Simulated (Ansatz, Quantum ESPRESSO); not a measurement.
SnTe: programs and potentials compared

```
CELL_PARAMETERS angstrom
0.00000 3.15085 3.15085
3.15085 0.00000 3.15085
3.15085 3.15085 0.00000
ATOMIC_POSITIONS crystal
Te 0.50000 0.50000 0.50000
Sn 0.00000 0.00000 0.00000
```

Alike in all runs: task equation of state; functional LDA; k mesh 7 × 7 × 7; occupations fermi-dirac, width 0.05 eV; no spin polarisation; no spin-orbit coupling. LDA stands for any of its common fits.

| program and potentials | plane-wave cutoff (eV) | notes | equilibrium volume (Å³/atom) | bulk modulus (GPa) |
| --- | --- | --- | --- | --- |
| Ansatz, PseudoDojo LDA | 1120 | - | 30.23 | 50.3 |
| Ansatz, Ansatz PAW | 420 | potentials made for PBE, which Ansatz adapts in part | 30.25 | 50.2 |
| Quantum ESPRESSO, PseudoDojo 0.4.1 SR LDA standard | 1088 | - | 30.27 | 50.3 |

The equilibrium volume spans 30.23 (Ansatz, PseudoDojo LDA) to 30.27 Å³/atom (Quantum ESPRESSO, PseudoDojo 0.4.1 SR LDA standard). The bulk modulus spans 50.2 (Ansatz, Ansatz PAW) to 50.3 GPa (Quantum ESPRESSO, PseudoDojo 0.4.1 SR LDA standard).

Differences between rows come from potentials, basis sets and numerical settings, since the functional is the same but for its coding. Runs on potential files found faulty are left out.

The three runs give practically the same equation of state for rock-salt SnTe. The PAW volume falls between the two PseudoDojo values, so the change of potential type has no resolvable effect beyond the small scatter between programs. This suggests that the treatment of the core is not what limits the accuracy here, though partly cancelling errors can't be excluded.

The common volume is smaller than the measured one, as expected from LDA, which overbinds. Agreement between the programs therefore shows numerical consistency, not closeness to experiment. The contraction probably also raises the bulk modulus, since shorter Sn–Te contacts strengthen both the p-orbital overlap and the closed-shell repulsion. The modest stiffness itself fits a lattice held together by polar p bonds shared among six neighbours, with the Sn 5s pair contributing little net bonding.

An equation of state for the cubic cell doesn't test its stability against the polar displacement of the Sn and Te sublattices that underlies the low-temperature rhombohedral phase.
